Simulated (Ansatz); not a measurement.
Ru:

```
Ru
1.0
     2.70580    0.00000    0.00000
    -1.35290    2.34329    0.00000
     0.00000    0.00000    4.28190
Ru
2
Cartesian
  1.3529 0.7811 3.2114
  0.0000 1.5622 1.0705
```

* Program: Ansatz 0.2.0
* Task: relaxation of cell and atoms
* Functional: RPBE
* Potentials or basis: Ansatz PAW
* Cutoff: 420 eV (not typed: the program's choice for these potentials)
* k mesh: 11 × 11 × 6
* Occupations: fermi-dirac, width 0.05 eV
* Spin: no spin polarisation

At the start: volume 13.57 Å³/atom.

Problem. Where does the relaxation end?

Solution. It ends after 5 steps and the volume is 13.97 Å³/atom (+2.9 %); space group P6_3/mmc (No. 194, to 0.05 Å).

The path:
```csv
step,energy change (eV),largest force (eV/Å),volume (Å³)
1,0.0000,0.0000,27.15
2,-0.0003,0.0000,28.75
3,-0.0211,0.0000,27.98
4,-0.0212,0.0000,27.94
5,-0.0216,0.0000,27.94
```

Final structure:
```cif
data_structure
_symmetry_space_group_name_H-M 'P 1'
_symmetry_Int_Tables_number 1
_cell_length_a 2.7327
_cell_length_b 2.7327
_cell_length_c 4.3196
_cell_angle_alpha 90.000
_cell_angle_beta 90.000
_cell_angle_gamma 120.000
_cell_volume 27.94
loop_
_atom_site_label
_atom_site_type_symbol
_atom_site_fract_x
_atom_site_fract_y
_atom_site_fract_z
_atom_site_occupancy
Ru1 Ru 0.66667 0.33333 0.75000 1
Ru2 Ru 0.33333 0.66667 0.25000 1
```

Caveat: the plane-wave basis is chosen anew once the cell has moved, so the energies of steps on either side of that aren't comparable; the PAW data sets come from PBE, with cores solved anew for the run's functional, which leaves a small shift of forces and pressure.
